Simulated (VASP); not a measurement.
CaO (strained zincblende), r²SCAN single-point calculation: Ansatz's output and VASP's

```
Ca O
1.0
     0.00000    2.72325    2.72325
     2.72325    0.00000    2.72325
     2.72325    2.72325    0.00000
Ca O
1 1
Cartesian
  0.0000 0.0000 0.0000
  1.3616 1.3616 1.3616
```

Ansatz printed

```
SCF 1 converged in 6 iterations: F = -2393.452333 eV  dr2 = 6.94e-8
  greatest PAW one-centre occupation: 0.995 electrons in one spin orbital (limit 2), on the Ca atom at site 0 (counted from 0), in its partial waves of l = 0
NSCF: frozen V_eff on 6 k-points
SCF converged after 6 iterations
Free energy (F): -2393.452333 eV
Harris-Foulkes:  -2393.452333 eV  (|F-HF|=5.54e-8)
Internal energy: -2393.452333 eV  (E = F + TS)
E sigma→0 (E₀):  -2393.452333 eV
Fermi energy:    3.288554 eV
--- Per-component energies (eV) ---
  E_band       = -175.137576
  E_kinetic    = 452.605897
  E_local      = -1182.816650  (includes V_loc(G=0)·N_el)
  E_nonlocal   = 110.176753
  E_hartree    = 412.093463
  E_xc         = -210.612029
  E_vxc        = -300.888329  (∫ρ·V_xc dr)
  E_paw        = -1023.168015  (= ΣΔE_a)
  E_vpaw       = -97.438462  (= ΣTr[D̂ρ^β])
  E_aug_tail   = 0.001070  (compensation charges beyond the density's cutoff)
  E_vtau       = 19.036265  (kinetic-family band-sum trace: ∫τ·v_τ [+ j·A + Jᵃ·Aᵃ] dr)
  E_ewald      = -951.480215
  E_core_change = -0.252606  (= ΣΔE_core)
  E_smearing   = -0.000000  (= −TS)
  E_closure    = 0.000000  (closes the sum)
  Σ components = -2393.452333   (vs F -2393.452333, Δ=0.00e0)
--- Forces (eV/Å), atoms counted from 1 ---
  atom   1  Ca     0.00000000    -0.00000000     0.00000000
  atom   2  O     -0.00000000     0.00000000    -0.00000000
  max |Σ_I F_I| component: 7.40e-17 eV/Å
--- Stress (GPa, compression-positive) ---
       -8.299201      -0.000000      -0.000000
        0.000000      -8.299201       0.000000
       -0.000000       0.000000      -8.299201
  P = ⅓ Tr σ = -8.2992 GPa (-82.992 kbar)
--- Band table (eV; the first three rows and the last of 29) ---
  k-point 0: bands = ["-35.9006", "-15.9702", "-15.9702", "-15.9702", "-12.2692", "2.8755", "2.8755", "2.8755", "6.5903", "11.3688", "11.3688", "12.7064"]
  k-point 1: bands = ["-35.8972", "-16.0389", "-15.9750", "-15.9750", "-12.1987", "2.7070", "2.9067", "2.9067", "7.0941", "11.2176", "11.2176", "12.4916"]
  k-point 2: bands = ["-35.8890", "-16.1940", "-15.9867", "-15.9867", "-12.0419", "2.4704", "2.9774", "2.9774", "8.1681", "11.0607", "11.0607", "12.0475"]
  k-point 28: bands = ["-35.8695", "-16.3981", "-16.1021", "-16.0558", "-11.7126", "2.5953", "2.8309", "3.2785", "8.4438", "9.9397", "11.8437", "12.3820"]
```

Each program uses its own PAW datasets. VASP's cell holds 16 valence electrons and Ansatz's 16. Ansatz's stress includes a Pulay correction; VASP's doesn't.

What does VASP give for the same cell and level of theory?

gap between bands v and c 3.28 eV; least direct gap 3.70 eV; pressure -7.7 GPa.

From OUTCAR

```
k-points           NKPTS =     29   k-points in BZ     NKDIM =     29   number of bands    NBANDS=     15

   NELECT =      16.0000    total number of electrons

   dimension x,y,z NGX =    30 NGY =   30 NGZ =   30
   dimension x,y,z NGXF=    60 NGYF=   60 NGZF=   60

  energy-cutoff  :      520.00
  volume of cell :       40.39
      direct lattice vectors                 reciprocal lattice vectors
     0.000000000  2.723252650  2.723252650    -0.183603971  0.183603971  0.183603971
     2.723252650  0.000000000  2.723252650     0.183603971 -0.183603971  0.183603971
     2.723252650  2.723252650  0.000000000     0.183603971  0.183603971 -0.183603971

 k-points in reciprocal lattice and weights: KPOINTS created by Atomic Simulation Env
   0.00000000  0.00000000  0.00000000       0.002
   0.12500000  0.00000000  0.00000000       0.016
   0.25000000  0.00000000  0.00000000       0.016
   0.37500000  0.00000000  0.00000000       0.016
   0.50000000  0.00000000  0.00000000       0.008
   0.12500000  0.12500000  0.00000000       0.012
   0.25000000  0.12500000  0.00000000       0.047
   0.37500000  0.12500000  0.00000000       0.047
   ...

 E-fermi :  -0.2814

 k-point     1 :       0.0000    0.0000    0.0000
  band No.  band energies     occupation
      1     -39.5611      2.00000
      2     -19.6337      2.00000
      3     -19.6337      2.00000
      4     -19.6337      2.00000
      5     -15.9394      2.00000
      6      -0.7964      2.00000
      7      -0.7964      2.00000
      8      -0.7964      2.00000
      9       2.9050      0.00000
     10       7.7047      0.00000
     11       7.7047      0.00000
     12       9.0307      0.00000
     13       9.0307      0.00000
     14       9.0307      0.00000
     15      15.6976      0.00000

 k-point     2 :       0.1250    0.0000    0.0000
  band No.  band energies     occupation
      1     -39.5576      2.00000
      2     -19.7032      2.00000
      3     -19.6386      2.00000
      4     -19.6386      2.00000
      5     -15.8678      2.00000
      6      -0.9652      2.00000
      7      -0.7648      2.00000
      8      -0.7648      2.00000
      9       3.4101      0.00000
     10       7.5512      0.00000
     11       7.5512      0.00000
     12       8.8155      0.00000
     13       9.1609      0.00000
     14       9.1609      0.00000
     15      14.0860      0.00000

 k-point     3 :       0.2500    0.0000    0.0000
  band No.  band energies     occupation
      1     -39.5493      2.00000
      2     -19.8599      2.00000
      3     -19.6504      2.00000
      4     -19.6504      2.00000
      5     -15.7087      2.00000
      6      -1.2009      2.00000
      7      -0.6934      2.00000
      8      -0.6934      2.00000
      9       4.4855      0.00000
     10       7.3924      0.00000
     11       7.3924      0.00000
     12       8.3703      0.00000
     13       9.2376      0.00000
     14       9.2376      0.00000
     15      12.1902      0.00000

 k-point     4 :       0.3750    0.0000    0.0000
  band No.  band energies     occupation
      1     -39.5409      2.00000
      2     -20.0038      2.00000
      3     -19.6621      2.00000
      4     -19.6621      2.00000
      5     -15.5666      2.00000
      6      -1.2843      2.00000
      7      -0.6294      2.00000
      8      -0.6294      2.00000
      9       5.4181      0.00000
     10       7.4569      0.00000
     11       7.4569      0.00000
     12       7.9174      0.00000
     13       9.0583      0.00000
     14       9.0583      0.00000
     15      11.1771      0.00000

 k-point     5 :       0.5000    0.0000    0.0000
  band No.  band energies     occupation
      1     -39.5374      2.00000
      2     -20.0602      2.00000
      3     -19.6669      2.00000
      4     -19.6669      2.00000
      5     -15.5119      2.00000
      6      -1.2848      2.00000
      7      -0.6053      2.00000
      8      -0.6053      2.00000
      9       5.7684      0.00000
     10       7.5690      0.00000
     11       7.5690      0.00000
     12       7.6522      0.00000
     13       8.8899      0.00000
     14       8.8900      0.00000
     15      11.0489      0.00000

 k-point     6 :       0.1250    0.1250    0.0000
  band No.  band energies     occupation
      1     -39.5565      2.00000
      2     -19.7142      2.00000
      3     -19.6461      2.00000
      4     -19.6461      2.00000
      5     -15.8441      2.00000
      6      -1.0332      2.00000
      7      -0.7429      2.00000
      8      -0.7429      2.00000
      9       3.5728      0.00000
     10       7.1395      0.00000
     11       7.8232      0.00000
     12       9.0302      0.00000
     13       9.0748      0.00000
     14       9.0748      0.00000
     15      14.7071      0.00000

 ...

  Total       -1.9486775     -1.9486775     -1.9486775      0.0000000      0.0000000      0.0000000
  in kB      -77.2959537    -77.2959537    -77.2959537      0.0000000      0.0000000      0.0000000
  external PRESSURE =     -77.2959537 kB  Pullay stress =       0.0000000 kB

 POSITION                                       TOTAL-FORCE (eV/Angst)
 -----------------------------------------------------------------------------------
      0.00000      0.00000      0.00000         0.000000      0.000000      0.000000
      1.36163      1.36163      1.36163        -0.000000     -0.000000     -0.000000
 -----------------------------------------------------------------------------------
    total drift:                                0.000000      0.000000      0.000000

  FREE ENERGIE OF THE ION-ELECTRON SYSTEM (eV)
  ---------------------------------------------------
  free  energy   TOTEN  =       -18.8228422802 eV

  energy  without entropy=      -18.8228422802  energy(sigma->0) =      -18.82284228
```
